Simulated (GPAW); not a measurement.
A run of GPAW 26.7.0:

File run.py:

```python
from ase import Atoms
from ase.dft.bandgap import bandgap
from ase.io import write
from ase.units import GPa
from gpaw import GPAW, PW

atoms = Atoms(['Ti', 'C'],
              cell=[[0.0, 2.1657188437, 2.1657188437],
                    [2.1657188437, 0.0, 2.1657188437],
                    [2.1657188437, 2.1657188437, 0.0]],
              scaled_positions=[[0.0, 0.0, 0.0],
                                [0.5, 0.5, 0.5]],
              pbc=True)

calc = GPAW(mode=PW(800),
            xc='PBE',
            kpts={'size': (11, 11, 11), 'gamma': True},
            occupations={'name': 'methfessel-paxton', 'order': 0, 'width': 0.014},
            nbands=18,
            convergence={'density': 1e-05, 'energy': 1e-05},
            maxiter=150,
            txt='gpaw.txt')
atoms.calc = calc
energy = atoms.get_potential_energy()
forces = atoms.get_forces()
stress = atoms.get_stress()
calc.write('gs.gpw')
write('result.traj', atoms)
print(f'Energy: {energy:.6f} eV')
print('Forces (eV/A):')
print(forces.round(4))
print('Stress (GPa):', (stress / GPa).round(3))
print('Fermi level:', round(calc.get_fermi_level(), 4), 'eV')
print(f'Gap: {bandgap(calc)[0]:.4f} eV, direct: {bandgap(calc, direct=True)[0]:.4f} eV')
```

Potentials or basis: GPAW PAW data sets (gpaw-data 1.2.1), pw.

Run with:

```bash
$ OMP_NUM_THREADS=1 python run.py
```

Hardware: 1 thread of Intel(R) Xeon(R) Platinum 8259CL CPU @ 2.50GHz (Skylake/Cascade Lake) (shared host).

Problem. How long does it take, and how much memory?

Solution. Run time: 18 s on 1 thread of Intel(R) Xeon(R) Platinum 8259CL CPU @ 2.50GHz (Skylake/Cascade Lake) (shared host), peak memory 0.16 GiB. Counts: scf iterations 10, plane waves 1054, bands 18, k points 56.
